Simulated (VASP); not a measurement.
A run of VASP 6.6.1 is set up as follows.

INCAR

```
  PREC = Accurate
  ENCUT = 520
  EDIFF = 1E-6
  ISMEAR = 0
  SIGMA = 0.05
  LREAL = False
  LASPH = True
  NELM = 150
  ALGO = Normal
  ISIF = 2
  LWAVE = False
  LCHARG = False
  ISPIN = 2
  MAGMOM = 1.05 -0.04
  LORBIT = 11
  LMAXMIX = 4
  LDAU = True
  LDAUTYPE = 2
  LDAUL = 2 -1
  LDAUU = 4 0
  LDAUJ = 0 0
  LDAUPRINT = 1
  GGA = PE
  NBANDS = 20
```

File KPOINTS:

```
Automatic mesh
0
Gamma
  6 6 6
```

Contents of POSCAR:

```
MnS
1.0
    0.0000000000      2.6122498900      2.6122498900
    2.6122498900      0.0000000000      2.6122498900
    2.6122498900      2.6122498900      0.0000000000
Mn S
1 1
Direct
    0.0000000000      0.0000000000      0.0000000000
    0.5000000000      0.5000000000      0.5000000000
```

Potentials or basis: VASP PAW PBE potentials, release 64 (Mn_pv, S).

Command:

```sh
$ cat potpaw_PBE.64/Mn_pv/POTCAR potpaw_PBE.64/S/POTCAR > POTCAR
$ mpirun -np 1 vasp_std > vasp.out
```

Question: Predict the net moment.

Answer: 5.00 μB per cell.

Question: What does it give for the site moments?

Answer: Mn +4.60; S +0.09 μB.

Question: What does it give for the band gap on the k mesh?

Answer: 0.62 eV, indirect (least direct gap 2.74 eV).

Eigenvalues of the final occupation matrices:
| site | spin | trace | eigenvalues |
| --- | --- | --- | --- |
| site 1 d | 1 | 4.71 | 0.93 0.93 0.93 0.96 0.96 |
| site 1 d | 2 | 0.19 | 0.01 0.01 0.01 0.07 0.07 |

Caveat: a cell with one magnetic atom can't hold antiferromagnetic order, which such compounds often take. A k mesh can miss the band edges.
